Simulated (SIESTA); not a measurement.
La, 4 atoms in the cell. Symmetry: P6_3/mmc, No. 194, hexagonal system. Conventional cell: a = 3.770 Å, b = 3.770 Å, c = 12.159 Å, α = 90.00°, β = 90.00°, γ = 120.00°. La (site symmetry -6m2) has 12 La at 3.74 to 3.77 Å as nearest neighbours. La (site symmetry -3m) is surrounded by 12 La at 3.74 to 3.77 Å. 

```yaml
Program: SIESTA 5.4.2
Task: band structure
Functional: PBEsol
Potentials_or_basis: PseudoDojo 0.4 standard (PBEsol files)
Basis: DZP (energy shift 0.003 Ry; two zetas on semicore shells)
Grid_cutoff: 800 Ry
Energy_shift: 0.003 Ry
k_mesh: 8 × 8 × 3
Occupations: fermi-dirac, width 0.05 eV
Spin: no spin polarisation
```

Potentials or basis: PseudoDojo 0.4 standard (PBEsol files), DZP (energy shift 0.003 Ry; two zetas on semicore shells).

The run is started by

```console
$ siesta La.fdf > La.out 2>&1
```

Hardware: 1 thread of Intel(R) Xeon(R) 6975P-C (Granite Rapids) (shared host).

Problem. How long does it take, and how much memory?

Solution. Wall time 120 s on 1 thread of Intel(R) Xeon(R) 6975P-C (Granite Rapids) (shared host), peak memory 0.83 GiB. Counts: scf iterations 8, k points 110, bands 92.
